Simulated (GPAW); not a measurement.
**BeS: band structure with vdW-DF**

BeS:

```
S Be
1.0
     0.00000    2.42500    2.42500
     2.42500    0.00000    2.42500
     2.42500    2.42500    0.00000
S Be
1 1
Direct
  0.75000 0.75000 0.75000
  0.00000 0.00000 0.00000
```

```
Program             : GPAW 26.7.0
Task                : band structure
Functional          : vdW-DF
Potentials or basis : GPAW PAW data sets (gpaw-data 1.2.1)
Cutoff              : 800 eV
Basis               : pw
k mesh              : 9 × 9 × 9
Occupations         : fermi-dirac, width 0.05 eV
Spin                : no spin polarisation
Maxiter             : 150
Band path           : GXWKGLUWLK,UX
Band points         : 100
```

* Band gap on the k mesh: 3.52 eV, indirect (least direct gap 5.82 eV)
* Band gap along the path: 3.43 eV, indirect (least direct gap 5.81 eV)

Levels at the corners of the path, in eV from the valence-band top:
```tsv
point	band 1	band 2	band 3	band 4	band 5	band 6	band 7	band 8
Γ	-13.61	0.00	0.00	0.00	5.82	5.82	5.82	6.24
X	-11.49	-4.92	-2.58	-2.58	3.43	5.13	12.88	12.88
W	-11.44	-4.18	-3.76	-3.24	6.71	8.27	8.67	8.95
K	-11.50	-4.46	-3.98	-2.14	4.64	7.70	10.68	11.49
Γ	-13.61	0.00	0.00	0.00	5.82	5.82	5.82	6.24
L	-12.02	-5.65	-1.01	-1.01	5.71	6.72	6.72	11.61
U	-11.50	-4.46	-3.98	-2.14	4.64	7.70	10.68	11.49
W	-11.44	-4.18	-3.76	-3.24	6.71	8.27	8.67	8.95
L	-12.02	-5.65	-1.01	-1.01	5.71	6.72	6.72	11.61
K	-11.50	-4.46	-3.98	-2.14	4.64	7.70	10.68	11.49
U	-11.50	-4.46	-3.98	-2.14	4.64	7.70	10.68	11.49
X	-11.49	-4.92	-2.58	-2.58	3.43	5.13	12.88	12.88
```

Run time: 30 s on 1 thread of Arm Neoverse V2, on a shared host, peak memory 0.26 GiB.

Caveat: the mesh misses the band edges, which the band path finds closer together.
